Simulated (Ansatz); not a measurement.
Method: Ansatz 0.2.0, DFT PBE+D3(BJ), scalar-relativistic, plane waves, PAW. Settings: cutoff 420 eV, Γ-centred meshes spaced at most about 0.3 Å⁻¹ (2π included), Gaussian smearing. No spin polarisation in the final relaxations.

Temperature and zero-point effects are left out. All come from trial cells, and lower structures may exist.

Question: Order these relaxed structures of TiO₂ by energy, lowest first, with the energy over the lowest of them.
A.

```cif
data_structure
_symmetry_space_group_name_H-M 'R-3m:H'
_symmetry_Int_Tables_number 166
_cell_length_a 2.9727
_cell_length_b 2.9727
_cell_length_c 14.5839
_cell_angle_alpha 90.000
_cell_angle_beta 90.000
_cell_angle_gamma 120.000
_cell_volume 111.61
loop_
_atom_site_label
_atom_site_type_symbol
_atom_site_symmetry_multiplicity
_atom_site_Wyckoff_symbol
_atom_site_fract_x
_atom_site_fract_y
_atom_site_fract_z
_atom_site_occupancy
Ti1 Ti 3 a 0.00000 0.00000 0.00000 1
O1 O 6 c 0.66667 0.33333 0.93367 1
```

B.

```cif
data_structure
_symmetry_space_group_name_H-M 'C2/m'
_symmetry_Int_Tables_number 12
_cell_length_a 8.9935
_cell_length_b 2.9876
_cell_length_c 5.1603
_cell_angle_alpha 90.000
_cell_angle_beta 99.999
_cell_angle_gamma 90.000
_cell_volume 136.55
loop_
_atom_site_label
_atom_site_type_symbol
_atom_site_symmetry_multiplicity
_atom_site_Wyckoff_symbol
_atom_site_fract_x
_atom_site_fract_y
_atom_site_fract_z
_atom_site_occupancy
Ti1 Ti 4 i 0.77345 0.50000 0.26237 1
O1 O 4 i 0.64299 0.00000 0.38116 1
O2 O 4 i 0.63899 0.50000 0.88506 1
```

Answer: B (0 meV/atom), A (26 meV/atom). Forms: B C2/m; A R-3m. Counting O atoms around Ti (those within 1.25 times the shortest such distance or 1.15 times the sum of covalent radii): B has Ti 6; A has Ti 6.

Cells relaxed within their symmetry can be saddle points. The C2/m cell of TiO2 came from shaking the R-3m one. The part of the Crystallography Open Database at hand lists TiO2 in space groups No. 11, 12, 14, 60, 61 and others; sharing a group (C2/m) doesn't make a cell the listed structure. Some types were kept out of the candidates beforehand, so the set may lack a known form.
